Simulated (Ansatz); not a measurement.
**Trial structures of SnSe2: starts and ends**

Theory: Ansatz 0.2.0, DFT PBE, scalar-relativistic, plane waves, PAW. All cells share a 420 eV cutoff and Γ-centred k meshes spaced at most about 0.3 Å⁻¹ (about 0.25 or finer for metals, 2π included). No spin polarisation in the final relaxations.

Each guess was relaxed in cell and atoms at zero pressure, within the symmetry of its start. Temperature and zero-point effects are left out. Coordination counts Se atoms around Sn (those within 1.25 times the shortest such distance or 1.15 times the sum of covalent radii, 1.27 where that leaves under three; the shortest distance is added where it exceeds 1.18 times the sum of covalent radii).

| guess | made from | start group | V start (Å³/atom) | end group | V end (Å³/atom) | coordination at the end | gap on mesh (eV) | E over the lowest end (meV/atom) |
| --- | --- | --- | --- | --- | --- | --- | --- | --- |
| 1 | random cell | P6mm | 29.4 | ? | ? | ? | ? | ? |
| 2 | random cell | P4mm | 32.1 | P4/mmm | 55.9 | Sn 4 | 0 | 697 |
| 3 | a cell as deposited in COD | P-3m1 | 25.7 | P-3m1 (cadmium iodide) | 30.2 | Sn 6 | 0.70 | 0 |
| 4 | random cell | Fmm2 | 32.3 | Fmmm | 30.8 | Sn 4 | 0 | 354 |

Guess 1 as it starts:

```cif
data_structure
_symmetry_space_group_name_H-M 'P6mm'
_symmetry_Int_Tables_number 183
_cell_length_a 5.4251
_cell_length_b 5.4251
_cell_length_c 6.9184
_cell_angle_alpha 90.000
_cell_angle_beta 90.000
_cell_angle_gamma 120.000
_cell_volume 176.34
loop_
_atom_site_label
_atom_site_type_symbol
_atom_site_symmetry_multiplicity
_atom_site_Wyckoff_symbol
_atom_site_fract_x
_atom_site_fract_y
_atom_site_fract_z
_atom_site_occupancy
Sn1 Sn 2 b 0.33333 0.66667 0.94233 1
Se1 Se 3 c 0.50000 0.00000 0.45199 1
Se2 Se 1 a 0.00000 0.00000 0.62787 1
```

Problem. Fill in the missing row: what does this guess relax into, and where does it rank?

Solution. It ends in space group P6mm (No. 183), with a = 5.544 Å, c = 5.832 Å, 25.9 Å³/atom and no gap. It lies 0.40 eV/atom over the lowest end, above guess 4 and below guess 2. Counting Se atoms around Sn, this end has Sn 9 from 3.2 Å and the lowest (guess 3) has Sn 6.

```xyz
6
Lattice="5.5443 0.0000 0.0000 -2.7722 4.8015 0.0000 0.0000 0.0000 5.8322" Properties=species:S:1:pos:R:3 pbc="T T T"
Sn    0.0000    3.2010    5.3425
Sn    2.7722    1.6005    5.3425
Se    2.7722    0.0000    2.2555
Se   -1.3861    2.4008    2.2555
Se    1.3861    2.4008    2.2555
Se    0.0000    0.0000    5.1107
```

The zero of energy is the elements' standard structures at the same level; no fitted shifts are applied. The references include grey tin.

Problem. Is the lowest end bound against the elements?

Solution. Yes: its formation energy is −0.342 eV/atom. A negative formation energy is needed for stability but isn't enough: competing phases decide.

No dispersion correction is applied, so the spacing and binding between layers, chains or molecules are poorly described (P-3m1, Fmmm, P4/mmm), and this can change margins and order among such cells. Kohn–Sham gaps at this level usually fall short of measured ones. The reference form of Se is held partly by dispersion forces, which this level lacks. Cells relaxed within their symmetry can be saddle points. Some structure types and database cells were kept out of the candidates from the start, so a known form may be missing.

The cadmium iodide structure is clearly the lowest of the four ends and the only one with a gap. Its octahedral sites suit Sn(IV): the Se 4p states are filled, and the empty conduction states are antibonding mixtures of Sn 5s and Se 4p. Guess 1 loses this arrangement despite its higher coordination number. Its nine Sn–Se contacts, starting at 3.2 Å, are all well beyond a normal bond, while the Se atoms in the kagome-like net lie closer to each other than to any Sn. This suggests partial Se–Se bonding and incompletely reduced selenium, in keeping with the missing gap. Coordination number alone doesn't set the order, since the two ends with four-coordinate Sn lie on either side of guess 1.

The layered cell swells from 25.7 to 30.2 Å³/atom, probably because its van der Waals gap opens too far. Guess 1, at 25.9 Å³/atom, is therefore no denser than the deposited layered cell, and its apparent volume advantage is no evidence that pressure would favour it.
